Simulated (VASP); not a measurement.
Here is a VASP 6.6.1 calculation.

Contents of INCAR:

```
SYSTEM = Si
PREC = Accurate ; ENCUT = 520
EDIFF = 1E-6 ; ISMEAR = 0
SIGMA = 0.01 ; LREAL = .False.
LASPH = .True. ; NELM = 60
ALGO = Fast ; ISIF = 2
LWAVE = .False. ; LCHARG = .False.
GGA = PE ; IBRION = 2
NSW = 60 ; EDIFFG = -0.01
```

The input KPOINTS:

```
regular mesh
0
Gamma
  10 10 10
  0 0 0
```

File POSCAR:

```
Si
1.0
    0.0854690885      2.7813854558      2.7813854558
    2.7813854558      0.0854690885      2.7813854558
    2.7813854558      2.7813854558      0.0854690885
Si
2
Direct
    0.0000000000      0.0000000000      0.0000000000
    0.2500000000      0.2500000000      0.2500000000
```

Potentials or basis: VASP PAW PBE potentials, release 64 (Si).

Run with:

```sh
$ cat potpaw_PBE.64/Si/POTCAR > POTCAR
$ mpirun -np 1 vasp_std > vasp.out
```

**Question.** Predict the energy gained by relaxing.

**Answer.** 3.5 meV/atom.

**Question.** What does it give for the band gap on the k mesh?

**Answer.** 0.40 eV, indirect (least direct gap 1.82 eV).

Step by step:
| step | energy change (eV) | largest force (eV/Å) | pressure (GPa) |
| --- | --- | --- | --- |
| 1 | 0.0000 | 0.4040 | -0.12 |
| 2 | -0.0070 | 0.0556 | -0.37 |
| 3 | -0.0071 | 0.0007 | -0.34 |

A k mesh can miss the band edges. A hybrid or GW would open this gap; PBE tends to underestimate it.
